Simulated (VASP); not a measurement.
A run of VASP 6.6.1:

The input INCAR:

```
PREC = Accurate
ENCUT = 520
EDIFF = 1E-7
ISMEAR = -1
SIGMA = 0.05
LREAL = F
LASPH = T
NELM = 100
ALGO = Normal
ISIF = 2
LWAVE = F
LCHARG = F
GGA = PE
NBANDS = 15
```

File KPOINTS:

```
Automatic mesh
0
Gamma
  11 11 6
```

The input POSCAR:

```
Os
1.0
    2.7341000000      0.0000000000      0.0000000000
   -1.3670500000      2.3678000565      0.0000000000
    0.0000000000      0.0000000000      4.3197000000
Os
2
Direct
    0.6588800000      0.3197410000      0.7591660000
    0.3285490000      0.6649530000      0.2460270000
```

Potentials or basis: VASP PAW PBE potentials, release 64 (Os).

Command:

```console
$ cat potpaw_PBE.64/Os/POTCAR > POTCAR
$ mpirun -np 1 vasp_std > vasp.out
```

Hardware: 1 thread of AMD EPYC 9R45 (Zen 5) (shared host).

**Question.** Estimate the wall time of this run.

**Answer.** It took 65 s on 1 thread of AMD EPYC 9R45 (Zen 5), with other jobs on the host, peak memory 0.21 GiB. Counts: scf iterations 14, k points 364.
